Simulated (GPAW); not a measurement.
A calculation with GPAW 26.7.0 of PtSe2 (Sudovikovite) (ASE script, structure typed inline):

Contents of run.py:

```python
from ase import Atoms
from ase.dft.bandgap import bandgap
from ase.io import write
from ase.units import Bohr, GPa
from gpaw import GPAW, PW
from gpaw.elf import elf_from_dft_calculation

atoms = Atoms(['Pt', 'Se', 'Se'],
              cell=[[3.724, 0.0, 0.0],
                    [-1.862, 3.2250786037, 0.0],
                    [0.0, 0.0, 5.062]],
              scaled_positions=[[0.0, 0.0, 0.0],
                                [0.6666666667, 0.3333333333, 0.75],
                                [0.3333333333, 0.6666666667, 0.25]],
              pbc=True)

calc = GPAW(mode=PW(600),
            xc='PBE',
            kpts={'size': (8, 8, 5), 'gamma': True},
            occupations={'name': 'fermi-dirac', 'width': 0.05},
            nbands=26,
            convergence={'density': 1e-05, 'energy': 1e-05},
            maxiter=150,
            txt='gpaw.txt')
atoms.calc = calc
energy = atoms.get_potential_energy()
forces = atoms.get_forces()
stress = atoms.get_stress()
calc.write('gs.gpw')
write('result.traj', atoms)
print(f'Energy: {energy:.6f} eV')
print('Forces (eV/A):')
print(forces.round(4))
print('Stress (GPa):', (stress / GPa).round(3))
print('Fermi level:', round(calc.get_fermi_level(), 4), 'eV')
print(f'Gap: {bandgap(calc)[0]:.4f} eV, direct: {bandgap(calc, direct=True)[0]:.4f} eV')

# fields on the real-space grid
write('density.cube', atoms, data=calc.get_pseudo_density() * Bohr**3)
write('potential.cube', atoms, data=calc.get_electrostatic_potential())
write('elf.cube', atoms, data=elf_from_dft_calculation(calc).data)
```

Potentials or basis: GPAW PAW data sets (gpaw-data 1.2.1), pw.

Command:

```sh
$ OMP_NUM_THREADS=1 python run.py
```

Write the same calculation in another form: native input, structure from a POSCAR.

As run:

The input run.py:

```python
from ase.io import read
from gpaw import PW
from gpaw.dft import DFT

atoms = read('POSCAR')

dft = DFT(atoms,
          mode=PW(600),
          xc='PBE',
          kpts={'size': (8, 8, 5), 'gamma': True},
          occupations={'name': 'fermi-dirac', 'width': 0.05},
          nbands=26,
          convergence={'density': 1e-05, 'energy': 1e-05},
          maxiter=150,
          txt='gpaw.txt')
print(f'Energy: {dft.calculate_energy():.6f} eV')
print('Forces (eV/A):')
print(dft.calculate_forces().round(4))
print('Stress (eV/A^3):', dft.calculate_stress().round(6))
dft.write_gpw_file('gs.gpw')
```

Contents of POSCAR:

```
PtSe2
1.0
    3.7240000000      0.0000000000      0.0000000000
   -1.8620000000      3.2250786037      0.0000000000
    0.0000000000      0.0000000000      5.0620000000
Pt Se
1 2
Direct
    0.0000000000      0.0000000000      0.0000000000
    0.6666666667      0.3333333333      0.7500000000
    0.3333333333      0.6666666667      0.2500000000
```

Potentials or basis: GPAW PAW data sets (gpaw-data 1.2.1), pw.

Run with:

```console
$ OMP_NUM_THREADS=1 python run.py
```

Both were run:

|  | ASE script, structure typed inline | native input, structure from a POSCAR |
| --- | --- | --- |
| Pressure | 7.4 GPa | 7.4 GPa |
| Largest force | 0.625 eV/Å | 0.625 eV/Å |
| Band gap on the k mesh | none (metal or under the smearing width) | none (metal or under the smearing width) |

Keys that steer only the numerical path or the files written may differ.
